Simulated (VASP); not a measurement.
Input of a VASP 6.6.1 run:

INCAR

```
SYSTEM = IrO2
PREC = Accurate
ENCUT = 520
EDIFF = 1E-7
ISMEAR = 1
SIGMA = 0.1
LREAL = .FALSE.
LASPH = .TRUE.
NELM = 80
ALGO = Normal
ISIF = 2
LWAVE = .FALSE.
LCHARG = .FALSE.
LMAXMIX = 4
GGA = CA
NBANDS = 30
KPAR = 4
```

File KPOINTS:

```
Automatic mesh
0
G
  8 8 12
  0 0 0
```

File POSCAR:

```
IrO2                                    
1.0
    4.4837704648      0.0000000000      0.0000000000
   -0.0000000000      4.4837704648      0.0000000000
    0.0000000000      0.0000000000      3.1637946960
  Ir              O             
     2     4
Direct
     0.0000000000000000    0.0000000000000000    0.0000000000000000
     0.5000000000000000    0.5000000000000000    0.5000000000000000
     0.3088508816894303    0.3088508816894303    0.0000000000000000
     0.1911491183105698    0.8088508816894302    0.5000000000000000
     0.6911491183105698    0.6911491183105698    0.0000000000000000
     0.8088508816894302    0.1911491183105698    0.5000000000000000
```

KPOINTS_OPT

```
explicit points
168
Reciprocal
 0.0000000000  0.0000000000  0.0000000000 1
 0.0000000000  0.0555555556  0.0000000000 1
 0.0000000000  0.1111111111  0.0000000000 1
 0.0000000000  0.1666666667  0.0000000000 1
 0.0000000000  0.2222222222  0.0000000000 1
 0.0000000000  0.2777777778  0.0000000000 1
[... 160 lines left out ...]
 0.0000000000  0.0000000000  0.5175947400 1
 0.0000000000  0.0000000000  0.4824052600 1
```

Potentials or basis: VASP PAW LDA potentials, release 64 (Ir, O).

The run is started by

```sh
$ cat potpaw_LDA.64/Ir/POTCAR potpaw_LDA.64/O/POTCAR > POTCAR
$ mpirun -np 4 vasp_std > vasp.out
```

(1) Estimate the band gap along the path.

(2) Estimate the pressure.

(3) Predict the largest force.

Results:

(1) none (metal or under the smearing width).

(2) -6.0 GPa.

(3) 0.027 eV/Å.

Caveat: spin-orbit coupling is left out, which moves the levels of the heavy elements.
